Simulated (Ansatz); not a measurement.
## Deforming HgTe

```
Hg Te
1.0
     0.00000    3.22350    3.22350
     3.22350    0.00000    3.22350
     3.22350    3.22350    0.00000
Hg Te
1 1
Direct
  0.00000 0.00000 0.00000
  0.75000 0.75000 0.75000
```

Atom numbers follow the list: Hg1, Te2.

The cell is COD entry 1539232, as deposited and not checked against the literature; nothing was relaxed.

Spin–orbit coupling is left out, though it moves levels of the heavy atoms by tenths of an eV or more.

The calculation used DFT, PBE, all-electron LAPW, scalar-relativistic in Ansatz 0.2.0.

Numerical set-up: a Γ-centred 9×9×9 k mesh, Fermi–Dirac smearing of 0.05 eV, basis error target 0.5 meV/atom, no spin polarisation.

The unchanged cell is at 4.07 GPa.

In a metal, stresses and small energies carry noise from the k mesh.

x, y and z are the Cartesian axes of the cell as listed; fractional coordinates follow a strain, and an engineering shear is twice the off-diagonal strain component.

(1) With this change (z strained by -2 % at fixed volume), what becomes of the energy and stress?

(2) With this change (z strained by +3 % at fixed volume), what becomes of the energy and stress?

With atom 1 (Hg) moved by (0.0289, 0.0289, 0.0289) Å: energy change +2 meV/atom; stress change (xx, yy, zz, yz, xz, xy) 0.04, 0.04, 0.04, -0.42, -0.42, -0.42 GPa, compression positive; change of the force on Hg1 (-0.106, -0.106, -0.106) eV/Å.

(3) What force constant does this one finite step give for Hg1 along its displacement (all its periodic images move with it)?

## Answers

(1) Energy change under 1 meV/atom; stress change (xx, yy, zz, yz, xz, xy) -0.13, -0.13, 0.20, 0.00, 0.00, 0.00 GPa, compression positive.

(2) Energy change +2 meV/atom; stress change (xx, yy, zz, yz, xz, xy) 0.16, 0.16, -0.43, 0.00, 0.00, 0.00 GPa, compression positive.

(3) k = −ΔF·u/|u|² = 3.68 eV/Å², so the force pulls the atom back.
